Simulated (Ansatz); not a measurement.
# Pb (diamond type): a single-point run

The task is a single-point run on Pb (diamond type). The structure is shown as the input types it.

Computed with Ansatz 0.2.0 (DFT, PBE, norm-conserving pseudopotentials, Ansatz's default files, scalar-relativistic (as first typed), unless a step's input says otherwise).

1 further run of the same task is left out (it didn't finish).

**1. Starting point**

It takes space group R-3m (No. 166, trigonal). The conventional cell has a = 4.832 Å, b = 4.832 Å, c = 11.836 Å, α = 90.00°, β = 90.00°, γ = 120.00°. Pb (site symmetry 3m) is surrounded by 1 Pb at 1.72 Å.

Coordinates:

```xyz
2
Lattice="0.0000 3.4169 3.4169 3.4169 0.0000 3.4169 3.4169 3.4169 0.0000" Properties=species:S:1:pos:R:3 pbc="T T T"
Pb   -0.4954   -1.2130   -1.2130
Pb    0.4954    1.2130    1.2130
```

**2. The calculation**

input.yaml

```yaml
crystal:
  lattice:
    - [0.0, 3.4168854378, 3.4168854378]
    - [3.4168854378, 0.0, 3.4168854378]
    - [3.4168854378, 3.4168854378, 0.0]
  atoms:
    - { symbol: Pb, position: [-0.2825, -0.0725, -0.0725] }
    - { symbol: Pb, position: [0.2825, 0.0725, 0.0725] }
kpoints:
  mp_grid: { grid: [8, 8, 8] }
scf:
  occupations: { method: fermi_dirac, width: 0.05 }
hamiltonian:
  xc: pbe
  pseudopotentials: { kind: nc }
output:
  forces: true
  stress: true
  eigenvalues: true
  efg: { contact_densities: true }
  populations: true
```

On the command line:

```
ansatz run input.yaml --threads 1 --pin off --max-ram 2048MiB --backend cpu --events-out ev --progress --plain --runs-dir out
```

What happens when this is run?

The run ended at the input check. It says: «output.efg without hamiltonian.pseudopotentials.kind: paw|paw_fr|all_electron or hamiltonian.pseudopotentials.kind: all_electron — the all-electron EFG reconstruction needs the PAW one-centre densities; drop the efg request ...»

The suspect setting: hamiltonian.pseudopotentials.kind is nc. What was asked isn't available in this combination.

Fix: set hamiltonian.pseudopotentials.kind to paw.
